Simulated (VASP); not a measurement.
Here is a VASP 6.6.1 calculation.

Contents of POSCAR:

```
AgCl
1.0
    3.5470312686      0.0000000000      0.0000000000
    0.0000000000      3.3955880419      0.0000000000
    0.0000000000      0.0000000000      3.3955880419
Ag Cl
1 1
Direct
    0.0000000000      0.0000000000      0.0000000000
    0.5000000000      0.5000000000      0.5000000000
```

The input INCAR.step1:

```
SYSTEM = AgCl
ALGO = Normal ; EDIFF = 1E-4
ENCUT = 520 ; GGA = PE
ISMEAR = 0 ; LASPH = .True.
LCHARG = .False. ; LREAL = .False.
LWAVE = .True. ; NBANDS = 16
NELM = 100 ; PREC = Accurate
SIGMA = 0.01
```

Contents of INCAR.step2:

```
SYSTEM = AgCl
ALGO = Normal ; EDIFF = 1E-6
ENCUT = 520 ; ISIF = 2
ISMEAR = 0 ; ISTART = 1
LASPH = .True. ; LCHARG = .False.
LMIXTAU = .True. ; LREAL = .False.
LWAVE = .False. ; METAGGA = R2SCAN
NBANDS = 16 ; NELM = 100
PREC = Accurate ; SIGMA = 0.01
```

File KPOINTS:

```
k-points
0
Gamma
  8 8 8
  0 0 0
```

Potentials or basis: VASP PAW PBE potentials, release 64 (Ag, Cl).

Launch:

```bash
$ cat potpaw_PBE.64/Ag/POTCAR potpaw_PBE.64/Cl/POTCAR > POTCAR
$ cp INCAR.step1 INCAR
$ mpirun -np 1 vasp_std > vasp.out
$ cp INCAR.step2 INCAR
$ mpirun -np 1 vasp_std > vasp.out
```

(1) Predict the pressure.

(2) Predict the band gap on the k mesh.

Answers

(1) -2.3 GPa.

(2) 1.11 eV, indirect (least direct gap 2.53 eV).

Caveat: the PAW data sets were made with another functional, which shifts forces and pressure a little.
